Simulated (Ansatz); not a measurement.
Runs of Ansatz 0.2.0 on Cu. The structure is tetragonal, space group I4/mmm (No. 139). The conventional cell has a = 2.886 Å, b = 2.886 Å, c = 2.752 Å, α = 90.00°, β = 90.00°, γ = 90.00°. Around Cu (site symmetry 4/mmm) lie 10 Cu at 2.46 to 2.75 Å. This isn't the form of Cu at room conditions, which is fcc.

| task | level | cell | smearing | gap on the mesh (eV) | pressure (GPa) | relaxed volume (Å³/atom) |
| --- | --- | --- | --- | --- | --- | --- |
| relaxation of cell and atoms | PBEsol+D3(BJ) | relaxed | fermi-dirac 0.05 eV | none | 0.0 | 10.85 |
| relaxation of cell and atoms | PBE+D3(BJ) | relaxed | fermi-dirac 0.05 eV | none | 0.0 | (a) |
| single point | PBE | as given | gaussian 0.018 eV | none | 7.2 | - |
| single point | PBE | as given | gaussian 0.026 eV | none | 7.2 | - |
| single point | PBE | as given | gaussian 0.021 eV | none | 7.2 | - |

Alike in all rows: potentials or basis Ansatz PAW; no spin polarisation; k mesh 13 × 13 × 13; cutoff (eV) 420.

Q: Fill in the values left out.

A: (a) 11.35.

Caveats: the plane-wave basis is chosen anew once the cell has moved, so the energies of steps on either side of that aren't comparable (some runs); pairwise dispersion overbinds metals, which lowers pressure and volume (some runs); the PAW data sets come from PBE, with cores solved anew for the run's functional, which leaves a small shift of forces and pressure (some runs).

A gap of «none» marks a metal or a gap under the smearing width.
